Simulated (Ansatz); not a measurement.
# Graphene monolayer in a perpendicular field, part 3 of 4

What dipole does a perpendicular field induce in the graphene monolayer? A positive field points along +c.

Ansatz 0.2.0; plane-wave DFT, PBEsol-D3(BJ), Ansatz PAW (the session's first sound run).

So far. Step 7 (Atoms held, field -0.3 V/Å): The dipole is -0.0181 e·Å. Step 8 (Response, atoms held): The induced dipole is that of a conductor 2.08 Å thick.

## 9. Field on, atoms free, field 0.1 V/Å

This step: plane-wave DFT, PBEsol-D3(BJ), Ansatz PAW (Ansatz 0.2.0).

Now the atoms may follow the field. A weak field makes forces of meV/Å to tens of meV/Å, so the force tolerance is set well below the usual one.

input.yaml reads:

```yaml
crystal:
  lattice:
    - [2.4585592931, 0.0, 0.0]
    - [-1.2292796466, 2.1291748045, 0.0]
    - [0.0, 0.0, 18.0]
  atoms:
    - { symbol: C, position: [0.6666666667, 0.3333333333, 0.5] }
    - { symbol: C, position: [0.3333333333, 0.6666666667, 0.5] }
kpoints:
  mp_grid: { grid: [18, 18, 1] }
hamiltonian:
  xc: pbesol
  dispersion: d3bj
scf:
  occupations: { method: fermi_dirac, width: 0.05 }
  convergence: { dr2_threshold: 1.0e-10 }
efield:
  axis: 3
  dipole_correction: true
  ramp_position: 0.97
  ramp_width: 0.06
  amplitude: 0.1
relax:
  f_tol: 0.001
  max_steps: 60
output:
  write_potential: true
  write_density: true
  volumetric_format: npy
```

The run is started by

```bash
$ ansatz run input.yaml --threads 2 --pin off --max-ram 3072MiB --backend cpu --events-out ev --progress --plain --runs-dir out
```

Numbers of over 12 decimals in the logs are rounded to 6 here.

Log:

```text
[...]
Crystal: 2 atoms, lattice volume = 94.225 Å³
Basis set: ecut = 420 eV, 1783 PW (Γ), exchange–correlation on 36×36×250 points (8 copies of the dense FFT grid, shifted against one another)
Bands: 8, of which v1, the nominal top of the filled ones, is band 4 counted from 1 (3 counted from 0)
Symmetry: 12 space group operations
k-points: 37 of 324
[...]
SCF iter   1: F=—  HF=-494.571250 eV  |F-HF|=—  |Δ(HF+E_count)|=         —  Δρ=5.59e-2  dr2=2.66e0  ethr=3.10e-3  p=0.008 e·Å  D=1.45e-2 V/Å  ΔV_dip=-0.26 eV  dr2_dipole=1.79e-5  V_vac-E_F(+/−)=8.88/7.58 eV  ⟨swp⟩=6.0  Hψ=2491  notcnv=0
[...]
SCF iter   8: F=-493.471818 eV  HF=-493.471818 eV  |F-HF|=1.09e-10  |Δ(HF+E_count)|=   1.13e-8  Δρ=2.05e-7  dr2=1.95e-11  ethr=1.25e-12  p=0.006 e·Å  D=1.16e-2 V/Å  ΔV_dip=-0.21 eV  dr2_dipole=9.86e-13  V_vac-E_F(+/−)=4.99/3.63 eV  ⟨swp⟩=7.9  Hψ=1399  notcnv=0
SCF 1 converged in 8 iterations: F = -493.471818 eV  dr2 = 1.95e-11
[...]
relax step   1: F+E_penalty+E_count = -493.47181795 eV  Δ(F+E_penalty+E_count) = +0.000e0 eV  max|allowed force component| = 3.701e-16 eV/Å  Δτ_max = 0.0000 Å  (8 SCF iters, accepted)
[...]
the band table was solved once a step of the walk had ended and its energy, with any forces and stress, was formed, with the checks that follow a solve (3866 applications of the Hamiltonian). They found nothing against the state; the energy, forces and stress were not computed again (output.eigenvalues in the input reference)
[...]
SCF converged after 8 iterations
Free energy (F): -493.471818 eV
[...]
Internal energy: -493.470962 eV  (E = F + TS)
E sigma→0 (E₀):  -493.471390 eV
Entropy (-TS):   -0.000856 eV (-0.428 meV/atom)
Fermi energy:    -2.195503 eV
Dipole field:    D = 0.011557 V/Å  (p = 0.006018 e·Å, saw-weighted, corrected)
Work function:   not extracted (applied field tilts the vacuum); planar V_es + V_field profile in the machine report
[...]
--- Band table (eV; the first three rows and the last of 37) ---
[...]
--- Relaxed structure (1 steps of the walk, 1 accepted, 0 SCFs on fresh bases) ---
  F+E_penalty+E_count = -493.47181795 eV   max|allowed force component| = 3.701e-16 eV/Å
  atoms:
    - { symbol: C, position: [0.666667, 0.333333, 0.5] }
    - { symbol: C, position: [0.333333, 0.666667, 0.5] }
```

Wall time 1.7 s (2 threads of Intel Xeon 6975P-C (Granite Rapids), shared host); peak memory 0.37 GiB.

The forces vanish from the start, and no atom moves.

This step gave:

```
energy at zero smearing : -493.4714 eV
dipole along the normal : 0.006018 e·Å
```

The dipole is 0.00602 e·Å.

## 10. Field on, atoms free, field -0.1 V/Å

The opposite sign, again from the field-free geometry; the difference of the two cancels what relaxes without a field.

Edit input.yaml of step 9 so:

```diff
@@ -21,3 +21,3 @@
   ramp_width: 0.06
-  amplitude: 0.1
+  amplitude: -0.1
 relax:
```

Log:

```text
[...]
Crystal: 2 atoms, lattice volume = 94.225 Å³
Basis set: ecut = 420 eV, 1783 PW (Γ), exchange–correlation on 36×36×250 points (8 copies of the dense FFT grid, shifted against one another)
Bands: 8, of which v1, the nominal top of the filled ones, is band 4 counted from 1 (3 counted from 0)
Symmetry: 12 space group operations
k-points: 37 of 324
[...]
--- Band table (eV; the first three rows and the last of 37) ---
[...]
--- Relaxed structure (1 steps of the walk, 1 accepted, 0 SCFs on fresh bases) ---
  F+E_penalty+E_count = -493.47181795 eV   max|allowed force component| = 3.331e-16 eV/Å
  atoms:
    - { symbol: C, position: [0.666667, 0.333333, 0.5] }
    - { symbol: C, position: [0.333333, 0.666667, 0.5] }
[key lines of the parts left out:]
SCF converged after 8 iterations
Free energy (F): -493.471818 eV
Fermi energy:    -2.195503 eV
Dipole field:    D = -0.011557 V/Å  (p = -0.006018 e·Å, saw-weighted, corrected)
```

Elapsed: 1.7 s, on 2 threads; peak memory 0.37 GiB.

The forces vanish from the start, and no atom moves.

Numbers from this step:

```yaml
dipole_along_the_normal: -0.006018 e·Å
```

The dipole is -0.00602 e·Å.

## 11. Response, atoms relaxed

This step: plane-wave DFT, PBEsol-D3(BJ), Ansatz PAW; response to a field along the normal, atoms relaxed (Ansatz 0.2.0).

The same analysis on the two relaxed runs holds the ionic part too; their mesh is coarser, so small differences from the held value can come from that.

Numbers from this step:

- equivalent conductor thickness p/(ε₀AE): 2.080 Å

Dipole of the cell against applied field:

```csv
applied field (V/Å),dipole of the cell (e·Å)
-0.1000,-0.00602
0.1000,0.00602
```

Local field over the applied field, running mean. From the potentials at -0.1 and 0.1 V/Å; running mean over 2.5 Å. The local field over applied field by z:

| z (Å) | local field over applied field |
| --- | --- |
| 4.03 | 1.000 |
| 4.32 | 1.000 |
| 4.61 | 1.000 |
| 4.90 | 0.999 |
| 5.04 | 0.999 |
| 5.33 | 0.997 |
| 5.62 | 0.994 |
| 5.90 | 0.986 |
| 6.19 | 0.971 |
| 6.48 | 0.943 |
| 6.77 | 0.894 |
| 7.06 | 0.820 |
| 7.20 | 0.775 |
| 7.49 | 0.676 |
| 7.78 | 0.577 |
| 8.06 | 0.480 |
| 8.35 | 0.389 |
| 8.64 | 0.321 |
| 8.93 | 0.289 |
| 9.07 | 0.289 |
| 9.36 | 0.321 |
| 9.65 | 0.389 |
| 9.94 | 0.480 |
| 10.22 | 0.577 |
| 10.51 | 0.676 |
| 10.80 | 0.775 |
| 10.94 | 0.820 |
| 11.23 | 0.894 |
| 11.52 | 0.943 |
| 11.81 | 0.971 |
| 12.10 | 0.986 |
| 12.38 | 0.994 |
| 12.67 | 0.997 |
| 12.96 | 0.999 |
| 13.10 | 0.999 |
| 13.39 | 1.000 |
| 13.68 | 1.000 |
| 13.97 | 1.000 |

Electrons, planar mean, per unit field. Induced electron density against z:

| z (Å) | induced electron density (e/Å³ per V/Å) |
| --- | --- |
| 4.03 | 1.5e-7 |
| 4.32 | 4.1e-7 |
| 4.61 | 9.8e-7 |
| 4.90 | 2.4e-6 |
| 5.04 | 3.9e-6 |
| 5.33 | 8.8e-6 |
| 5.62 | 2.1e-5 |
| 5.90 | 4.8e-5 |
| 6.19 | 1.1e-4 |
| 6.48 | 2.3e-4 |
| 6.77 | 4.9e-4 |
| 7.06 | 9.7e-4 |
| 7.20 | 0.00134 |
| 7.49 | 0.00239 |
| 7.78 | 0.00366 |
| 8.06 | 0.00440 |
| 8.35 | 0.00333 |
| 8.64 | 4.1e-4 |
| 8.93 | -3.8e-4 |
| 9.07 | 3.8e-4 |
| 9.36 | -4.1e-4 |
| 9.65 | -0.00333 |
| 9.94 | -0.00440 |
| 10.22 | -0.00366 |
| 10.51 | -0.00239 |
| 10.80 | -0.00134 |
| 10.94 | -9.7e-4 |
| 11.23 | -4.9e-4 |
| 11.52 | -2.3e-4 |
| 11.81 | -1.1e-4 |
| 12.10 | -4.8e-5 |
| 12.38 | -2.1e-5 |
| 12.67 | -8.8e-6 |
| 12.96 | -3.9e-6 |
| 13.10 | -2.4e-6 |
| 13.39 | -9.8e-7 |
| 13.68 | -4.1e-7 |
| 13.97 | -1.5e-7 |

The induced dipole is that of a conductor 2.08 Å thick.

## 12. Same geometry, cutoff 420 eV, functional LDA

This step: plane-wave DFT, LDA, Ansatz PAW (Ansatz 0.2.0).

The geometry is kept and the functional is LDA; other changes against the main runs: SCF threshold 1.0e-10 → 1.0e-09 eV, k-mesh 24×24×1 → 12×12×1 and no dispersion term, which doesn't act on the electrons.

input.yaml, the sections that differ from step 10:

```yaml
kpoints:
  mp_grid: { grid: [12, 12, 1] }
hamiltonian:
  xc: lda
scf:
  occupations: { method: fermi_dirac, width: 0.05 }
  convergence: { dr2_threshold: 1.0e-09 }
efield:
  axis: 3
  dipole_correction: true
  ramp_position: 0.97
  ramp_width: 0.06
  amplitude: 0.1
# crystal, output: as in step 10
# relax: removed
```

Log:

```text
[...]
Crystal: 2 atoms, lattice volume = 94.225 Å³
Basis set: ecut = 420 eV, 1783 PW (Γ)
Bands: 8, of which v1, the nominal top of the filled ones, is band 4 counted from 1 (3 counted from 0)
Symmetry: 12 space group operations
k-points: 19 of 144
[...]
SCF iter   1: F=—  HF=-487.129325 eV  |F-HF|=—  |Δ(HF+E_count)|=         —  Δρ=5.75e-2  dr2=2.83e0  ethr=3.10e-3  p=0.008 e·Å  D=1.45e-2 V/Å  ΔV_dip=-0.26 eV  dr2_dipole=1.88e-5  V_vac-E_F(+/−)=9.10/7.80 eV  ⟨swp⟩=5.9  Hψ=1289  notcnv=0
[...]
SCF iter   7: F=-485.909055 eV  HF=-485.909055 eV  |F-HF|=5.54e-10  |Δ(HF+E_count)|=   8.18e-8  Δρ=6.80e-7  dr2=2.12e-10  ethr=1.25e-11  p=0.006 e·Å  D=1.16e-2 V/Å  ΔV_dip=-0.21 eV  dr2_dipole=1.39e-12  V_vac-E_F(+/−)=5.21/3.86 eV  ⟨swp⟩=5.9  Hψ=997  notcnv=0
SCF 1 converged in 7 iterations: F = -485.909055 eV  dr2 = 2.12e-10
[...]
SCF converged after 7 iterations
Free energy (F): -485.909055 eV
[...]
Internal energy: -485.907130 eV  (E = F + TS)
E sigma→0 (E₀):  -485.908092 eV
Entropy (-TS):   -0.001925 eV (-0.963 meV/atom)
Fermi energy:    -2.411807 eV
Dipole field:    D = 0.011570 V/Å  (p = 0.006025 e·Å, saw-weighted, corrected)
Work function:   not extracted (applied field tilts the vacuum); planar V_es + V_field profile in the machine report
[...]
--- Band table (eV; the first three rows and the last of 19) ---
[...]
```

Wall time 1 s (2 threads); peak memory 0.31 GiB; 1.5 s of CPU time.

Numbers from this step:

| Quantity | Value |
| --- | --- |
| energy at zero smearing | -485.9081 eV |
| dipole along the normal | 0.006025 e·Å |

The dipole is 0.00602 e·Å.

## 13. Same geometry, cutoff 420 eV, functional LDA (run 2)

The same run in the opposite field.

Edit input.yaml of step 12 so:

```diff
@@ -20,3 +20,3 @@
   ramp_width: 0.06
-  amplitude: 0.1
+  amplitude: -0.1
 output:
```

Log:

```text
[...]
Crystal: 2 atoms, lattice volume = 94.225 Å³
Basis set: ecut = 420 eV, 1783 PW (Γ)
Bands: 8, of which v1, the nominal top of the filled ones, is band 4 counted from 1 (3 counted from 0)
Symmetry: 12 space group operations
k-points: 19 of 144
[...]
Internal energy: -485.907130 eV  (E = F + TS)
E sigma→0 (E₀):  -485.908092 eV
Entropy (-TS):   -0.001925 eV (-0.963 meV/atom)
Fermi energy:    -2.411804 eV
Dipole field:    D = -0.011571 V/Å  (p = -0.006025 e·Å, saw-weighted, corrected)
Work function:   not extracted (applied field tilts the vacuum); planar V_es + V_field profile in the machine report
[...]
--- Band table (eV; the first three rows and the last of 19) ---
[...]
[key lines of the parts left out:]
SCF converged after 7 iterations
Free energy (F): -485.909055 eV
```

Run time: 0.97 s. Hardware: 2 threads; peak memory 0.31 GiB; 1.4 s of CPU time.

The dipole is -0.00603 e·Å.

## 14. Response at this level

This step: plane-wave DFT, LDA, Ansatz PAW; response to a field along the normal, atoms held (Ansatz 0.2.0).

The two signs of the field give the slope at this level.

Numbers from this step:

```
equivalent conductor thickness p/(ε₀AE) : 2.083 Å
```

The induced dipole is that of a conductor 2.08 Å thick.

## 15. Same geometry, cutoff 420 eV, functional PBE

This step: plane-wave DFT, PBE, Ansatz PAW (Ansatz 0.2.0).

The geometry is kept and the functional is PBE; other changes against the main runs: SCF threshold 1.0e-10 → 1.0e-09 eV, k-mesh 24×24×1 → 12×12×1 and no dispersion term, which doesn't act on the electrons.

Edit input.yaml of step 13 so:

```diff
@@ -11,3 +11,3 @@
 hamiltonian:
-  xc: lda
+  xc: pbe
 scf:
@@ -20,3 +20,3 @@
   ramp_width: 0.06
-  amplitude: -0.1
+  amplitude: 0.1
 output:
```

Log:

```text
[...]
Crystal: 2 atoms, lattice volume = 94.225 Å³
Basis set: ecut = 420 eV, 1783 PW (Γ)
Bands: 8, of which v1, the nominal top of the filled ones, is band 4 counted from 1 (3 counted from 0)
Symmetry: 12 space group operations
k-points: 19 of 144
[...]
Internal energy: -501.876942 eV  (E = F + TS)
E sigma→0 (E₀):  -501.877905 eV
Entropy (-TS):   -0.001925 eV (-0.963 meV/atom)
Fermi energy:    -2.112932 eV
Dipole field:    D = 0.011541 V/Å  (p = 0.006009 e·Å, saw-weighted, corrected)
Work function:   not extracted (applied field tilts the vacuum); planar V_es + V_field profile in the machine report
[...]
--- Band table (eV; the first three rows and the last of 19) ---
[...]
[key lines of the parts left out:]
SCF converged after 8 iterations
Free energy (F): -501.878868 eV
```

The job ended after 1.3 s (2 threads; peak memory 0.32 GiB).

The dipole is 0.00601 e·Å.

## 16. Same geometry, cutoff 420 eV, functional PBE (run 2)

The same run in the opposite field.

Edit input.yaml of step 15 so:

```diff
@@ -20,3 +20,3 @@
   ramp_width: 0.06
-  amplitude: 0.1
+  amplitude: -0.1
 output:
```

Log:

```text
[...]
Crystal: 2 atoms, lattice volume = 94.225 Å³
Basis set: ecut = 420 eV, 1783 PW (Γ)
Bands: 8, of which v1, the nominal top of the filled ones, is band 4 counted from 1 (3 counted from 0)
Symmetry: 12 space group operations
k-points: 19 of 144
[...]
Internal energy: -501.876942 eV  (E = F + TS)
E sigma→0 (E₀):  -501.877905 eV
Entropy (-TS):   -0.001925 eV (-0.963 meV/atom)
Fermi energy:    -2.112932 eV
Dipole field:    D = -0.011541 V/Å  (p = -0.006010 e·Å, saw-weighted, corrected)
Work function:   not extracted (applied field tilts the vacuum); planar V_es + V_field profile in the machine report
[...]
--- Band table (eV; the first three rows and the last of 19) ---
[...]
[key lines of the parts left out:]
SCF converged after 8 iterations
Free energy (F): -501.878868 eV
```

Run time: 1.2 s. Hardware: 2 threads; peak memory 0.32 GiB.

The dipole is -0.00601 e·Å.

## 17. Response at this level

This step: plane-wave DFT, PBE, Ansatz PAW; response to a field along the normal, atoms held (Ansatz 0.2.0).

The induced dipole is that of a conductor 2.08 Å thick.

## 18. Same geometry, cutoff 500 eV, functional r2SCAN

This step: plane-wave DFT, r2SCAN, Ansatz PAW (Ansatz 0.2.0).

The geometry is kept and the functional is r2SCAN; other changes against the main runs: SCF threshold 1.0e-10 → 1.0e-09 eV, cutoff 420 → 500, k-mesh 24×24×1 → 12×12×1 and no dispersion term, which doesn't act on the electrons.

Edit input.yaml of step 16 so:

```diff
@@ -11,3 +11,3 @@
 hamiltonian:
-  xc: pbe
+  xc: r2scan
 scf:
@@ -20,3 +20,3 @@
   ramp_width: 0.06
-  amplitude: -0.1
+  amplitude: 0.1
 output:
```

Log:

```text
[...]
Crystal: 2 atoms, lattice volume = 94.225 Å³
Basis set: ecut = 500 eV, 2447 PW (Γ), exchange–correlation on 72×72×540 points (64 copies of the dense FFT grid, shifted against one another)
Bands: 8, of which v1, the nominal top of the filled ones, is band 4 counted from 1 (3 counted from 0)
Symmetry: 12 space group operations
k-points: 19 of 144
[...]
Internal energy: -503.294790 eV  (E = F + TS)
E sigma→0 (E₀):  -503.295753 eV
Entropy (-TS):   -0.001925 eV (-0.963 meV/atom)
Fermi energy:    -2.154815 eV
Dipole field:    D = 0.011499 V/Å  (p = 0.005988 e·Å, saw-weighted, corrected)
Work function:   not extracted (applied field tilts the vacuum); planar V_es + V_field profile in the machine report
[...]
--- Band table (eV; the first three rows and the last of 19) ---
[...]
[key lines of the parts left out:]
SCF converged after 8 iterations
Free energy (F): -503.296715 eV
```

Run time: 2.7 s. Hardware: 2 threads; peak memory 0.46 GiB.

The dipole is 0.00599 e·Å.

[end of part 3 of 4]

[Logs are printed without paths, hosts, clocks, repeated set-up lines and the standing remarks that a program may print on its own settings, such as how far it seeks lower states.]

[Hosts, paths, dates, database ids (printed as entryN), source tags and the programs' standing remarks are cut or masked in the printed files.]

[Maps of the electrostatic potential energy from Ansatz leave out the sawtooth potential of an applied field or a dipole correction, so their vacuum need not be flat; planar profiles and work functions include it.]
